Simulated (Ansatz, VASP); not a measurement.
**ZnO: VASP beside Ansatz**

File INCAR:

```
SYSTEM = ZnO
ALGO = Normal
EDIFF = 1E-6
EDIFFG = -0.01
ENCUT = 600
GGA = PE
IBRION = 2
ISIF = 4
ISMEAR = 0
IVDW = 13
LASPH = .TRUE.
LCHARG = .FALSE.
LREAL = .FALSE.
LWAVE = .FALSE.
NELM = 100
NSW = 60
PREC = Accurate
SIGMA = 0.05
```

The input KPOINTS:

```
k-points
0
G
  8 8 6
  0 0 0
```

File POSCAR:

```
ZnO
1.0
    3.2301062517      0.0000000000      0.0000000000
   -1.6150531258      2.7973540709      0.0000000000
    0.0000000000      0.0000000000      5.2122149087
Zn O
2 2
Direct
    0.3333333333      0.6666666667      0.0015124609
    0.6666666667      0.3333333333      0.5015124609
    0.3333333333      0.6666666667      0.3805875391
    0.6666666667      0.3333333333      0.8805875391
```

Input for Ansatz:

```yaml
crystal:
  lattice:
    - [3.2301062517, 0.0, 0.0]
    - [-1.6150531258, 2.7973540709, 0.0]
    - [0.0, 0.0, 5.2122149087]
  atoms:
    - { symbol: Zn, position: [0.3333333333, 0.6666666667, 0.0015124609] }
    - { symbol: Zn, position: [0.6666666667, 0.3333333333, 0.5015124609] }
    - { symbol: O, position: [0.3333333333, 0.6666666667, 0.3805875391] }
    - { symbol: O, position: [0.6666666667, 0.3333333333, 0.8805875391] }
basis:
  ecutwfc: 420
  ecutrho_ratio: 4
kpoints:
  mp_grid: { grid: [8, 8, 6] }
hamiltonian:
  xc: pbe
  dispersion: d4
scf:
  occupations: { method: gaussian, width: 0.05 }
output:
  forces: true
  stress: true
  eigenvalues: true
relax:
  f_tol: 0.01
  max_steps: 40
  cell: { stress_tol: 0.1, fix: [volume] }
```

Alike in both runs: task relaxation of shape and atoms at fixed volume; functional PBE; dispersion D4; k mesh 8 × 8 × 6; occupations gaussian, width 0.05 eV; no spin polarisation.

```csv
,VASP,Ansatz
version,VASP 6.6.1,Ansatz 0.2.0
potentials or method,"VASP PAW PBE potentials, release 64 (Zn, O)","scalar-relativistic, plane waves, PAW"
plane-wave cutoff (eV),600,420
valence electrons in the cell,36,36
```

```csv
,VASP,Ansatz,Ansatz less VASP
"gap on the k mesh at the Fermi level, each at its own relaxed structure (eV)",0.80,0.81,+0.014
relaxed volume (Å³/atom),11.77,11.77,0.000
relaxed cell length with the largest relative difference (Å),3.230,3.230,0.0000
```

Caveats: the relaxation stopped at its first step, so nothing moved. As with any semilocal functional, this PBE gap is likely too small.
